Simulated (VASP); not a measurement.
Here is a VASP 6.6.1 calculation.

INCAR

```
ALGO = Fast ; EDIFF = 1E-7
ENCUT = 520 ; GGA = PS
ISIF = 2 ; ISMEAR = -1
LASPH = True ; LCHARG = False
LREAL = False ; LWAVE = False
NBANDS = 19 ; NELM = 100
PREC = Accurate ; SIGMA = 0.1
```

Contents of KPOINTS:

```
k-points
0
Gamma
  15 15 15
```

Contents of POSCAR:

```
Zr
1.0
    0.0000000000      3.0724653533      3.0724653533
    3.0724653533      0.0000000000      3.0724653533
    3.0724653533      3.0724653533      0.0000000000
Zr
2
Direct
    0.1250000000      0.1250000000      0.1250000000
    0.8750000000      0.8750000000      0.8750000000
```

Potentials or basis: VASP PAW PBE potentials, release 64 (Zr_sv).

Command:

```console
$ cat potpaw_PBE.64/Zr_sv/POTCAR > POTCAR
$ mpirun -np 1 vasp_std > vasp.out
```

Question: What does it give for the band gap on the k mesh?

Answer: None (metal or under the smearing width).

Question: What does it give for the pressure?

Answer: 0.1 GPa.

Caveat: the PAW data sets were made with another functional, which shifts forces and pressure a little.
